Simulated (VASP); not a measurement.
# Native point defects of Co2Si, part 3 of 7

Wanted: a map of the native defects of Co2Si, all in one supercell and at one level. The start is a cell from a database of measured crystal structures.

VASP 6.6.1, plane waves and PAW; the level of theory is named at each step.

Still holding for the runs below: The magnetic state follows from one typed start and may not be the lowest.

So far. Step 2 (Relaxing the host crystal): The run ended after 17 ionic steps, 0.382 eV below its first step, once forces and stress met EDIFFG = -0.03. Step 3 (Relax the host again, on a new basis): The run ended after 10 ionic steps, 0.002 eV below its first step, once forces and stress met EDIFFG = -0.03.

## Step 4: The perfect supercell

Level of this step: PBEsol, spin-polarised from a ferromagnetic start; plane waves and PAW (Co, Si) (VASP).

System of this step: Co2Si. The cell holds 48 atoms: 32 Co and 16 Si. Its edges and angles: a = 9.222 Å, b = 9.222 Å, c = 9.222 Å, α = 117.3°, β = 133.1°, γ = 81.8°. It derives from Co2Si.

The same cell, mesh and cutoff without the defect give the energy to subtract and, in a gapped host, the band edges to count from, so that most errors cancel.

The input, INCAR:

```
SYSTEM = Co2Si
PREC = Normal
ENCUT = 300
EDIFF = 1E-05
NELM = 120
ISMEAR = 1
SIGMA = 0.2
LREAL = Auto
ALGO = Fast
GGA = PS
NBANDS = 253
ISPIN = 2
MAGMOM = 2 2 2 2 2 2 2 2 2 2 2 2 2 2 2 2 2 2 2 2 2 2 2 2 2 2 2 2 2 2 2 2 0 0 0 0 0 0 0 0 0 0 0 0 0 0 0 0
LASPH = .TRUE.
LMAXMIX = 4
LORBIT = 11
LWAVE = .FALSE.
LCHARG = .FALSE.
KPAR = 4
NCORE = 2
```

The input, POSCAR:

```
Co2Si
1.0
   -4.7958520617      3.6690569695      6.9701073084
    4.7958520617     -3.6690569695      6.9701073084
    4.7958520617      3.6690569695     -6.9701073084
Co Si
32 16
Direct
    0.8425243977      0.6304903369      0.5379659392
    0.3425243977      0.1304903369      0.5379659392
    0.3425243977      0.6304903369      0.0379659392
    0.8425243977      0.1304903369      0.0379659392
    0.1574756023      0.3695096631      0.4620340608
    0.6574756023      0.8695096631      0.4620340608
    0.6574756023      0.3695096631      0.9620340608
    0.1574756023      0.8695096631      0.9620340608
    0.3425243977      0.3045584585      0.2120340608
    0.8425243977      0.8045584585      0.2120340608
    0.8425243977      0.3045584585      0.7120340608
    0.3425243977      0.8045584585      0.7120340608
    0.6574756023      0.6954415415      0.7879659392
    0.1574756023      0.1954415415      0.7879659392
    0.1574756023      0.6954415415      0.2879659392
    0.6574756023      0.1954415415      0.2879659392
    0.5152192292      0.3707032600      0.6054840308
    0.0152192293      0.8707032600      0.6054840307
    0.0152192293      0.3707032600      0.1054840308
    0.5152192293      0.8707032600      0.1054840307
    0.4847807707      0.6292967400      0.3945159692
    0.9847807708      0.1292967400      0.3945159693
    0.9847807708      0.6292967400      0.8945159692
    0.4847807708      0.1292967400      0.8945159693
    0.5152192292      0.4097351985      0.1445159693
    0.0152192293      0.9097351985      0.1445159692
    0.0152192293      0.4097351985      0.6445159692
    0.5152192293      0.9097351985      0.6445159693
    0.4847807708      0.5902648015      0.8554840308
    0.9847807708      0.0902648015      0.8554840308
    0.9847807708      0.5902648015      0.3554840308
    0.4847807707      0.0902648015      0.3554840308
    0.8223164204      0.8478739006      0.7755574802
    0.3223164205      0.3478739006      0.7755574802
    0.3223164204      0.8478739006      0.2755574802
    0.8223164204      0.3478739006      0.2755574802
    0.1776835796      0.1521260993      0.2244425198
    0.6776835796      0.6521260993      0.2244425198
    0.6776835796      0.1521260993      0.7244425198
    0.1776835796      0.6521260993      0.7244425198
    0.3223164205      0.5467589402      0.4744425198
    0.8223164204      0.0467589403      0.4744425198
    0.8223164204      0.5467589402      0.9744425198
    0.3223164204      0.0467589403      0.9744425198
    0.6776835796      0.4532410598      0.5255574802
    0.1776835796      0.9532410598      0.5255574802
    0.1776835796      0.4532410598      0.0255574802
    0.6776835795      0.9532410598      0.0255574802
```

The input, KPOINTS:

```
Automatic mesh
0
Gamma
4 4 4
0 0 0
```

The projector-augmented-wave data sets are Co and Si (PBE family, release 64).

On the command line:

```console
mpirun -np 8 vasp_std
```

The program printed:

```text
[banner, memory and clock lines left out]
running    8 mpi-ranks, on    1 nodes
 distrk:  each k-point on    2 cores,    4 groups
 distr:  one band on    2 cores,    1 groups

 POSCAR found type information on POSCAR CoSi
 POSCAR found :  2 types and      48 ions
 [... a notice as in an earlier step ...]

 LDA part: xc-table for (Slater+PW92), standard interpolation
 POSCAR, INCAR and KPOINTS ok, starting setup
 FFT: planning ... GRIDC
 FFT: planning ... GRID_SOFT
 FFT: planning ... GRID
 WAVECAR not read
 entering main loop
       N       E                     dE             d eps       ncg     rms          rms(c)
DAV:   1     0.226783503157E+04    0.22678E+04   -0.94408E+04 18216   0.112E+03
DAV:   2    -0.117414835671E+03   -0.23852E+04   -0.22149E+04 18216   0.312E+02
DAV:   3    -0.395738520651E+03   -0.27832E+03   -0.23740E+03 18396   0.126E+02
DAV:   4    -0.411838418621E+03   -0.16100E+02   -0.15662E+02 21624   0.319E+01
DAV:   5    -0.412370405742E+03   -0.53199E+00   -0.53082E+00 22592   0.520E+00    0.822E+01
RMM:   6    -0.411804733749E+03    0.56567E+00   -0.64132E+02 19411   0.840E+01    0.616E+01
RMM:   7    -0.373335643431E+03    0.38469E+02   -0.19997E+02 18227   0.510E+01    0.414E+01
RMM:   8    -0.387494744347E+03   -0.14159E+02   -0.41593E+01 18787   0.200E+01    0.578E+01
RMM:   9    -0.365495435314E+03    0.21999E+02   -0.17924E+01 18858   0.150E+01    0.735E+00
RMM:  10    -0.365696673490E+03   -0.20124E+00   -0.13319E+00 20552   0.192E+00    0.452E+00
RMM:  11    -0.365795507019E+03   -0.98834E-01   -0.26691E-01 20808   0.108E+00    0.217E+00
RMM:  12    -0.365796129339E+03   -0.62232E-03   -0.94832E-02 22471   0.721E-01    0.890E-01
RMM:  13    -0.365800162722E+03   -0.40334E-02   -0.37215E-02 24665   0.326E-01    0.596E-01
RMM:  14    -0.365801898428E+03   -0.17357E-02   -0.63939E-03 22857   0.192E-01    0.191E-01
RMM:  15    -0.365802341116E+03   -0.44269E-03   -0.24039E-03 24752   0.895E-02    0.950E-02
RMM:  16    -0.365802393744E+03   -0.52628E-04   -0.29950E-04 25194   0.280E-02    0.476E-02
RMM:  17    -0.365802397108E+03   -0.33640E-05   -0.34534E-05 14251   0.138E-02
   1 F= -.36580240E+03 E0= -.36582553E+03  d E =0.693977E-01  mag=     6.5099
```

Run time: 5.6 min. Hardware: 8 MPI ranks of AMD EPYC 7R43, shared host; peak memory 5.3 GiB.

From OUTCAR (step 4):

```text
  LATTYP: Found a body centered orthorhombic cell.
 ALAT       =     7.3381139390
 B/A-ratio  =     1.3071075488
 C/A-ratio  =     1.8996999410

 Found     18 irreducible k-points:

   k-points           NKPTS =     18   k-points in BZ     NKDIM =     18   number of bands    NBANDS=    253

   dimension x,y,z NGX =    40 NGY =   40 NGZ =   40
   dimension x,y,z NGXF=    80 NGYF=   80 NGZF=   80

   ENCUT  =  300.0 eV  22.05 Ry    4.70 a.u.  13.02 13.02 13.02*2*pi/ulx,y,z

   NELECT =     352.0000    total number of electrons

 E-fermi :  12.0693

 spin component 1
 k-point     1 :       0.0000    0.0000    0.0000
  band No.  band energies     occupation
    ...
    176      11.9881      0.81427
    177      11.9881      0.81423
    178      12.0049      0.75729
    179      12.0050      0.75719
    180      12.0154      0.71912
    181      12.2701     -0.02554
    182      12.2701     -0.02555
    183      12.2701     -0.02555
    184      12.2701     -0.02556
    185      12.4559     -0.00986
    ...

 k-point     2 :       0.2500    0.0000   -0.0000
  band No.  band energies     occupation
    ...
    175      11.8965      1.00460
    176      11.9316      0.95586
    177      11.9899      0.80854
    178      12.0123      0.73069
    179      12.0137      0.72530
    180      12.1377      0.22843
    181      12.1377      0.22836
    182      12.1741      0.11705
    183      12.3917     -0.02251
    184      12.3923     -0.02238
    ...

 k-point     3 :       0.5000    0.0000   -0.0000
  band No.  band energies     occupation
    ...
    174      11.7236      1.01732
    175      11.9446      0.93028
    176      11.9446      0.93028
    177      12.0204      0.70022
    178      12.0204      0.70022
    179      12.2180      0.02591
    180      12.2180      0.02591
    181      12.2180      0.02589
    182      12.2180      0.02589
    183      12.4098     -0.01843
    ...

 k-point     4 :       0.0000    0.2500    0.0000
  band No.  band energies     occupation
    ...
    175      11.9333      0.95264
    176      11.9333      0.95262
    177      11.9932      0.79773
    178      12.0078      0.74701
    179      12.0107      0.73650
    180      12.1774      0.10856
    181      12.1774      0.10856
    182      12.2051      0.04761
    183      12.2658     -0.02324
    184      12.2659     -0.02325
    ...

  Total        1.4434789      1.0639672      1.4270368      0.0000000      0.0000000      0.0000000
  in kB        4.7141277      3.4747145      4.6604308      0.0000000      0.0000000      0.0000000
  external PRESSURE =       4.2830910 kB  Pullay stress =       0.0000000 kB

  energy-cutoff  :      300.00
  volume of cell :      490.59
      direct lattice vectors                 reciprocal lattice vectors
    -4.795852062  3.669056970  6.970107308     0.000000000  0.136274799  0.071734907
     4.795852062 -3.669056970  6.970107308     0.104256761  0.000000000  0.071734907
     4.795852062  3.669056970 -6.970107308     0.104256761  0.136274799  0.000000000

 POSITION                                       TOTAL-FORCE (eV/Angst)
 -----------------------------------------------------------------------------------
      1.56312      2.75179      6.51739         0.041035     -0.000000      0.004437
      1.56312      2.75179     -0.45272         0.041035     -0.000000      0.004437
      1.56312     -0.91726      6.51739         0.041035     -0.000000      0.004437
     -3.23273      2.75179      6.51739         0.041035     -0.000000      0.004437
      3.23273      0.91726      0.45272        -0.041035      0.000000     -0.004437
      3.23273      0.91726      7.42282        -0.041035      0.000000     -0.004437
      3.23273      4.58632      0.45272        -0.041035      0.000000     -0.004437
      8.02858      0.91726      0.45272        -0.041035      0.000000     -0.004437
      0.83480      0.91726      3.03234        -0.041035      0.000000      0.004437
      0.83480      0.91726     10.00244        -0.041035      0.000000      0.004437
      0.83480      4.58632      3.03234        -0.041035      0.000000      0.004437
      5.63066      0.91726      3.03234        -0.041035      0.000000      0.004437
      3.96105      2.75179      3.93777         0.041035     -0.000000     -0.004437
      3.96105      2.75179     -3.03234         0.041035     -0.000000     -0.004437
      3.96105     -0.91726      3.93777         0.041035     -0.000000     -0.004437
     -0.83480      2.75179      3.93777         0.041035     -0.000000     -0.004437
      2.21073      2.75179      1.95469         0.012285     -0.000000     -0.000973
      7.00659     -0.91726      1.95469         0.012285     -0.000000     -0.000973
      2.21073     -0.91726      1.95469         0.012285     -0.000000     -0.000973
      2.21073     -0.91726      8.92479         0.012285      0.000000     -0.000973
      2.58512      0.91726      5.01542        -0.012285      0.000000      0.000973
     -2.21073      4.58632      5.01542        -0.012285      0.000000      0.000973
      2.58512      4.58632      5.01542        -0.012285      0.000000      0.000973
      2.58512      4.58632     -1.95469        -0.012285      0.000000      0.000973
      0.18719      0.91726      5.43974        -0.012285     -0.000000     -0.000973
      4.98304     -2.75179      5.43974        -0.012285     -0.000000     -0.000973
      4.98304      0.91726     -1.53037        -0.012285     -0.000000     -0.000973
      4.98304      0.91726      5.43974        -0.012285     -0.000000     -0.000973
      4.60866      2.75179      1.53037         0.012285      0.000000      0.000973
     -0.18719      6.42085      1.53037         0.012285      0.000000      0.000973
     -0.18719      2.75179      8.50047         0.012285      0.000000      0.000973
     -0.18719      2.75179      1.53037         0.012285      0.000000      0.000973
      3.84203      2.75179      6.23569        -0.025281     -0.000000      0.018952
      3.84203      2.75179     -0.73442        -0.025281     -0.000000      0.018952
      3.84203     -0.91726      6.23569        -0.025281     -0.000000      0.018952
     -0.95382      2.75179      6.23569        -0.025281     -0.000000      0.018952
      0.95382      0.91726      0.73442         0.025281      0.000000     -0.018952
      0.95382      0.91726      7.70453         0.025281      0.000000     -0.018952
[...]
-----------------------------------------------------------------------------------
    total drift:                               -0.000001      0.000000      0.000001

  FREE ENERGIE OF THE ION-ELECTRON SYSTEM (eV)
  ---------------------------------------------------
  free  energy   TOTEN  =      -365.8023971075 eV

  energy  without entropy=     -365.8717948314  energy(sigma->0) =     -365.82552968

 total charge
# of ion       s       p       d       tot
------------------------------------------
    1        0.476   0.630   7.519   8.625
    2        0.476   0.630   7.519   8.625
    3        0.476   0.630   7.519   8.625
    4        0.476   0.630   7.519   8.625
    5        0.476   0.630   7.519   8.625
    6        0.476   0.630   7.519   8.625
    7        0.476   0.630   7.519   8.625
    8        0.476   0.630   7.519   8.625
    9        0.476   0.630   7.519   8.625
   10        0.476   0.630   7.519   8.625
   11        0.476   0.630   7.519   8.625
   12        0.476   0.630   7.519   8.625
   13        0.476   0.630   7.519   8.625
   14        0.476   0.630   7.519   8.625
   15        0.476   0.630   7.519   8.625
   16        0.476   0.630   7.519   8.625
   17        0.460   0.607   7.466   8.533
   18        0.460   0.607   7.466   8.533
   19        0.460   0.607   7.466   8.533
   20        0.460   0.607   7.466   8.533
   21        0.460   0.607   7.466   8.533
   22        0.460   0.607   7.466   8.533
   23        0.460   0.607   7.466   8.533
   24        0.460   0.607   7.466   8.533
   25        0.460   0.607   7.466   8.533
   26        0.460   0.607   7.466   8.533
   27        0.460   0.607   7.466   8.533
   28        0.460   0.607   7.466   8.533
   29        0.460   0.607   7.466   8.533
   30        0.460   0.607   7.466   8.533
   31        0.460   0.607   7.466   8.533
   32        0.460   0.607   7.466   8.533
   33        0.732   0.932   0.000   1.665
   34        0.732   0.932   0.000   1.665
   35        0.732   0.932   0.000   1.665
   36        0.732   0.932   0.000   1.665
   37        0.732   0.932   0.000   1.665
[...]
--------------------------------------------------
tot         26.684  34.705 239.769 301.158

 magnetization (x)
# of ion       s       p       d       tot
------------------------------------------
    1       -0.002  -0.008   0.170   0.160
    2       -0.002  -0.008   0.170   0.160
    3       -0.002  -0.008   0.170   0.160
    4       -0.002  -0.008   0.170   0.160
    5       -0.002  -0.008   0.170   0.160
    6       -0.002  -0.008   0.170   0.160
    7       -0.002  -0.008   0.170   0.160
    8       -0.002  -0.008   0.170   0.160
    9       -0.002  -0.008   0.170   0.160
   10       -0.002  -0.008   0.170   0.160
   11       -0.002  -0.008   0.170   0.160
   12       -0.002  -0.008   0.170   0.160
   13       -0.002  -0.008   0.170   0.160
   14       -0.002  -0.008   0.170   0.160
   15       -0.002  -0.008   0.170   0.160
   16       -0.002  -0.008   0.170   0.160
   17       -0.000  -0.005   0.285   0.279
   18       -0.000  -0.005   0.285   0.279
   19       -0.000  -0.005   0.285   0.279
   20       -0.000  -0.005   0.285   0.279
   21       -0.000  -0.005   0.285   0.279
   22       -0.000  -0.005   0.285   0.279
   23       -0.000  -0.005   0.285   0.279
   24       -0.000  -0.005   0.285   0.279
   25       -0.000  -0.005   0.285   0.279
   26       -0.000  -0.005   0.285   0.279
   27       -0.000  -0.005   0.285   0.279
   28       -0.000  -0.005   0.285   0.279
   29       -0.000  -0.005   0.285   0.279
   30       -0.000  -0.005   0.285   0.279
   31       -0.000  -0.005   0.285   0.279
   32       -0.000  -0.005   0.285   0.279
   33       -0.002  -0.010   0.000  -0.012
   34       -0.002  -0.010   0.000  -0.012
   35       -0.002  -0.010   0.000  -0.012
   36       -0.002  -0.010   0.000  -0.012
   37       -0.002  -0.010   0.000  -0.012
[...]
--------------------------------------------------
tot         -0.082  -0.362   7.283   6.838

[... 2 parts as in an earlier step ...]

[... 11 further parts left out ...]
```

Numbers from this step:

* electronic cycles: 17
* electrons: 352
* free energy (TOTEN): -365.8024 eV
* energy at zero smearing: -365.8255 eV
* Fermi energy: 12.07 eV
* moment of the cell, from the last line of the log: 6.510 μB

Spin moment in the PAW sphere by element, in μB:

```
element  atoms    mean  spread (r.m.s.)   least  largest
     Co     32   0.220            0.060   0.160    0.279
     Si     16  -0.012            0.000  -0.012   -0.012
```

The atoms farthest from the mean of their element:

```
atom        x, y, z (Å)  spin moment in the PAW sphere (μB)
Co32  -0.19, 2.75, 1.53                               0.279
Co31  -0.19, 2.75, 8.50                               0.279
Co30  -0.19, 6.42, 1.53                               0.279
Co29   4.61, 2.75, 1.53                               0.279
Co28   4.98, 0.92, 5.44                               0.279
Co27  4.98, 0.92, -1.53                               0.279
Co26  4.98, -2.75, 5.44                               0.279
Co25   0.19, 0.92, 5.44                               0.279
```

The total moment is the log's last value; OUTCAR's line is one cycle older.

The host is treated as a metal, as its relaxation found a gap under 0.3 eV or none, and only the neutral defect is run.

[end of part 3 of 7]

[Lines on the potential files, build, host, timing and source positions are cut from VASP's logs without a mark.]

[Logs are printed without paths, hosts, clocks, repeated set-up lines and the standing remarks that a program may print on its own settings, such as how far it seeks lower states.]

[Hosts, paths, dates, database ids (printed as entryN), source tags and the programs' standing remarks are cut or masked in the printed files.]

[In band tables of VASP the shares of atoms and orbitals are scaled to a sum of 1 inside the atoms' spheres.]

[Runs that stopped without an error message from VASP are left out.]
